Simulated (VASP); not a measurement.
A run of VASP 6.6.1 is set up as follows.

INCAR

```
SYSTEM = CsBr
PREC = Accurate
ENCUT = 520
EDIFF = 1E-6
ISMEAR = 0
SIGMA = 0.05
LREAL = .False.
LASPH = .True.
NELM = 100
ALGO = Normal
ISIF = 2
LWAVE = .False.
LCHARG = .False.
NBANDS = 15
```

KPOINTS

```
Automatic mesh
0
Gamma
  6 6 6
  0 0 0
```

POSCAR

```
CsBr
1.0
    4.2860000000      0.0000000000      0.0000000000
    0.0000000000      4.2860000000      0.0000000000
    0.0000000000      0.0000000000      4.2860000000
Cs Br
1 1
Direct
    0.0000000000      0.0000000000      0.0000000000
    0.5000000000      0.5000000000      0.5000000000
```

Potentials or basis: VASP PAW LDA potentials, release 64 (Cs_sv, Br).

Command:

```sh
$ cat potpaw_LDA.64/Cs_sv/POTCAR potpaw_LDA.64/Br/POTCAR > POTCAR
$ mpirun -np 1 vasp_std > vasp.out
```

(1) Predict the band gap on the k mesh.

(2) Predict the pressure.

Results:

(1) 4.14 eV, direct.

(2) -1.6 GPa.

Caveat: spin-orbit coupling is left out, which moves the levels of the heavy elements.
